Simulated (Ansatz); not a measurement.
A run of Ansatz 0.2.0 is set up as follows.

Contents of input.yaml:

```yaml
crystal:
  lattice:
    - [0.0, 3.039, 3.039]
    - [3.039, 0.0, 3.039]
    - [3.039, 3.039, 0.0]
  atoms:
    - { symbol: Hg, position: [0.0, 0.0, 0.0] }
    - { symbol: Se, position: [0.75, 0.75, 0.75] }
kpoints:
  mp_grid: { grid: [8, 8, 8] }
  band_path:
    path:
      - [0.0, 0.0, 0.0]
      - [0.5, 0.0, 0.5]
      - [0.5, 0.25, 0.75]
      - [0.375, 0.375, 0.75]
      - [0.0, 0.0, 0.0]
      - [0.5, 0.5, 0.5]
      - [0.625, 0.25, 0.625]
      - [0.5, 0.25, 0.75]
    npoints: 8
scf:
  occupations: { method: fermi_dirac, width: 0.05 }
hamiltonian:
  xc: pbe
  pseudopotentials: { kind: all_electron, lapw: { basis_error: 0.001 } }
output:
  forces: true
  stress: true
  eigenvalues: true
```

Potentials or basis: all-electron LAPW, scalar-relativistic.

Command:

```console
$ ansatz run input.yaml --threads 1 --pin off --max-ram 3072MiB --backend cpu --events-out ev --progress --plain --runs-dir out
```

Estimate the band gap along the path.

none (metal or under the smearing width).

Estimate the pressure.

4.7 GPa.

Levels at the corners of the path, in eV from the Fermi level:
```
point  band 31  band 32  band 33  band 34  band 35  band 36  band 37  band 38
    Γ    -6.49    -0.98    -0.06    -0.06    -0.06     5.44     5.44     5.44
    X    -6.12    -5.15    -2.36    -2.36     2.74     2.95     8.40     9.81
    W    -5.87    -5.36    -2.80    -2.48     3.58     5.08     6.04     7.41
    K    -5.96    -5.31    -2.95    -1.94     2.89     4.43     7.90     8.17
    Γ    -6.49    -0.98    -0.06    -0.06    -0.06     5.44     5.44     5.44
    L    -6.16    -5.58    -1.03    -1.03     1.07     6.21     6.21     6.94
    U    -5.96    -5.31    -2.95    -1.94     2.89     4.43     7.90     8.17
    W    -5.87    -5.36    -2.80    -2.48     3.58     5.08     6.04     7.41
```

Caveat: spin-orbit coupling is left out, which moves the levels of the heavy elements.
